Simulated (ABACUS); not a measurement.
**Sb under changes of volume**

One of the cells (26.962 Å³/atom); the others are scaled copies at fixed shape and fractional positions:

```
Sb
1.0
    -1.57654    1.57654    2.71194
     1.57654   -1.57654    2.71194
     1.57654    1.57654   -2.71194
Sb
1
Cartesian
  0.0000 0.0000 0.0000
```

This isn't the form of Sb at room conditions, which is rhombohedral.

| Property | Result |
| --- | --- |
| Program | ABACUS 3.10.1 |
| Functional | PBEsol |
| Potentials or basis | PseudoDojo NC SR 0.4.1 PBEsol standard |
| Cutoff | 1102 eV |
| Density cutoff | 4408 eV |
| Basis | plane waves |
| k mesh | 12 × 12 × 12 |
| Occupations | fermi-dirac, width 0.05 eV |
| Spin | no spin polarisation |

| volume (Å³/atom) | energy over the lowest point (meV/atom) | pressure (GPa) |
| --- | --- | --- |
| 25.344 | ? | ? |
| 25.883 | 2.87 | 1.6 |
| 26.423 | 0.00 | 0.1 |
| 26.962 | 1.88 | -1.3 |
| 27.501 | 7.99 | -2.4 |
| 28.040 | 17.87 | -3.5 |
| 28.580 | 31.11 | -4.4 |

Question: What does the run at 25.344 Å³/atom give?

Answer: Energy over the lowest point 11.05 meV/atom; pressure 3.2 GPa.

Worked out: A Birch-Murnaghan fit of order 3 (a polynomial in V^(-2/3)) to the other rows has its minimum at 26.47 Å³/atom with B0 = V·E''(V) = 69 GPa and B' = 4.7 at fixed shape and positions, which overstates the stiffness. It gives 11.08 meV/atom at 25.344 Å³/atom, against the run's 11.05, and -dE/dV = 3.3 GPa, against 3.2.

Energies are extrapolated to zero smearing.
